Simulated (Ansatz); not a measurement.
NaH, CsCl type, relaxed with r2SCAN: 5 runs in the plane-wave code Ansatz, each a calculation of independent-particle optics. It is cubic, Pm-3m (No. 221); a = 2.932 Å in the conventional setting, 12.61 Å³ an atom. Na is surrounded by 8 H at 2.54 Å; H is surrounded by 8 Na at 2.54 Å. Simulation only: spin-unpolarised, and no claim that this is the phase found in nature.

```
Na H
1.0
     2.93239    0.00000    0.00000
     0.00000    2.93239    0.00000
     0.00000    0.00000    2.93239
Na H
1 1
Direct
  0.00000 0.00000 0.00000
  0.50000 0.50000 0.50000
```

On meshes this coarse, single peaks can be features of the mesh. No local fields, no excitons; the zone sum runs over the cells of the mesh, and ε∞ includes the bands left out of the spectrum. Up to four peaks are listed, those above 15 % of the tallest and inside the complete range; the four can differ from row to row. Rows marked drawn have settings drawn at random (some not listed).

```json
{"functional": "r2SCAN", "k mesh": "6×6×6", "broadening (eV)": "0.1", "scissors (eV)": "0.00", "range (eV)": "0–12", "settings": "chosen", "direct gap on the mesh before scissors (eV)": "5.16", "ε∞ xx": "3.06", "ε∞ yy": "3.06", "ε∞ zz": "3.06", "complete up to (eV)": "12.0", "tallest peaks of mean ε₂ (eV)": "6.65"}
{"functional": "PBE", "k mesh": "6×6×6", "broadening (eV)": "0.1", "scissors (eV)": "1.21 (to HSE06)", "range (eV)": "0–12", "settings": "chosen", "direct gap on the mesh before scissors (eV)": "4.50", "ε∞ xx": "3.05", "ε∞ yy": "3.05", "ε∞ zz": "3.05", "complete up to (eV)": "12.0", "tallest peaks of mean ε₂ (eV)": "7.25"}
{"functional": "r2SCAN", "k mesh": "6×6×6", "broadening (eV)": "0.25", "scissors (eV)": "0.00", "range (eV)": "0–15", "settings": "drawn", "direct gap on the mesh before scissors (eV)": "5.16", "ε∞ xx": "3.07", "ε∞ yy": "3.07", "ε∞ zz": "3.07", "complete up to (eV)": "15.0", "tallest peaks of mean ε₂ (eV)": "6.50"}
{"functional": "PBEsol", "k mesh": "8×8×8", "broadening (eV)": "0.4", "scissors (eV)": "1.00", "range (eV)": "0–6", "settings": "drawn", "direct gap on the mesh before scissors (eV)": "4.38", "ε∞ xx": "3.25", "ε∞ yy": "3.25", "ε∞ zz": "3.25", "complete up to (eV)": "6.0", "tallest peaks of mean ε₂ (eV)": "none"}
```

Q: Estimate from these rows what the further settings give.

| functional | k mesh | broadening (eV) | scissors (eV) | range (eV) | settings |
| --- | --- | --- | --- | --- | --- |
| PBE | 6×6×6 | 0.1 | 0.00 | 0–12 | chosen |

A:
```tsv
functional	k mesh	broadening (eV)	scissors (eV)	range (eV)	settings	direct gap on the mesh before scissors (eV)	ε∞ xx	ε∞ yy	ε∞ zz	complete up to (eV)	tallest peaks of mean ε₂ (eV)
PBE	6×6×6	0.1	0.00	0–12	chosen	4.50	3.44	3.44	3.44	12.0	6.05
```

The fundamental gap is indirect (1.03 eV with PBE on 6×6×6); the table holds the direct one.
